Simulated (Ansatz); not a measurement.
# CdF2 under strain

Level of theory: DFT PBE, scalar-relativistic, plane waves, PAW in Ansatz 0.2.0. (420 eV cutoff, 6×6×4 k-mesh, Gaussian smearing of 0.02 eV, no spin polarisation)

Starting point, cell and atoms relaxed:

```
Cd F
1.0
     2.74074    2.74074    0.00000
    -2.74074    2.74074    0.00000
     0.00000    0.00000    5.48148
Cd F
2 4
Direct
  0.00000 0.00000 0.00000
  0.50000 0.50000 0.50000
  0.00000 0.50000 0.75000
  0.50000 0.00000 0.75000
  0.50000 0.00000 0.25000
  0.00000 0.50000 0.25000
```

Deformation: uniaxial strain along c, with the lengths of a and b and the atoms relaxed and the angles held, all within the symmetry that the strain leaves. Energies are extrapolated to zero smearing. Gaps are Kohn–Sham gaps over the whole zone.

| strain (%) | ΔE (meV/atom) | a (Å) | b (Å) | c (Å) | gap (eV) |
| --- | --- | --- | --- | --- | --- |
| -6.0 | 22.1 | 3.940 | 3.940 | 5.153 | 2.82 |
| -4.0 | 9.6 | 3.918 | 3.918 | 5.262 | 2.89 |
| -2.0 | 2.4 | 3.897 | 3.897 | 5.372 | 2.92 |
| +0.0 | 0.0 | 3.876 | 3.876 | 5.481 | 2.92 |
| +2.0 | 2.2 | 3.856 | 3.856 | 5.591 | 2.85 |
| +4.0 | 8.8 | 3.837 | 3.837 | 5.701 | 2.77 |
| +6.0 | 19.4 | 3.819 | 3.819 | 5.810 | 2.67 |

Q: What stiffness (1/V) d²E/dε² at zero strain does a cubic fit over all points give?

A: A cubic fit gives (1/V) d²E/dε² = 135 GPa at zero strain (Young's modulus along this axis, angles held).

Q: How does the free axis a answer a small strain?

A: Between the innermost points its strain is -0.26 times the applied one.

Q: How fast does the gap move with strain on either side?

A: -2 meV per percent on the compressed side and -33 meV per percent on the stretched side.